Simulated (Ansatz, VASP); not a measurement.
One calculation of MgI2, two programs

```
I Mg
1.0
     4.11221    0.00000    0.00000
    -2.05611    3.56128    0.00000
     0.00000    0.00000    6.83382
I Mg
2 1
Direct
  0.66667 0.33333 0.75000
  0.33333 0.66667 0.25000
  0.00000 0.00000 0.00000
```

Change from the starting cell: volume scaled by 0.98.

Alike in both runs: task single point; functional PBEsol; k mesh 8 × 8 × 4; occupations fermi-dirac, width 0.05 eV; no spin polarisation.

|  | VASP | Ansatz |
| --- | --- | --- |
| version | VASP 6.6.1 | Ansatz 0.2.0 |
| potentials or method | VASP PAW PBE potentials, release 64 (I, Mg) | Ansatz PAW |
| plane-wave cutoff (eV) | 520 | 420 |
| valence electrons in the cell | 16 | 44 |

|  | VASP | Ansatz | Ansatz less VASP |
| --- | --- | --- | --- |
| gap on the k mesh at the Fermi level (eV) | 3.44 | 3.45 | +0.012 |
| least direct gap on the mesh (eV) | 3.59 | 3.60 | +0.008 |
| pressure (GPa) | -0.2 | -0.2 | +0.03 |
| largest component of the traceless stress (GPa) | 0.31 | 0.31 | +0.004 |
| rms of the force components (eV/Å) | 0.100 | 0.098 | -0.0019 |

Atom by atom the forces differ by 0.002 eV/Å (rms over components). The functional is the same, so the differences come from potentials, cutoffs and numerics. The two sets of potentials don't hold the same shells in valence.

Caveats: spin-orbit coupling is left out, which moves the levels of the heavy elements; the cell's inner coordinates are idealised or old, which leaves forces on the atoms; this functional lacks dispersion, which binds the layers, so the pressure and a relaxed spacing across them are unreliable; the PAW data sets were made with another functional, which shifts forces and pressure a little (VASP); the PAW data sets come from PBE, with cores solved anew for the run's functional, which leaves a small shift of forces and pressure (Ansatz). A k mesh can miss the band edges.
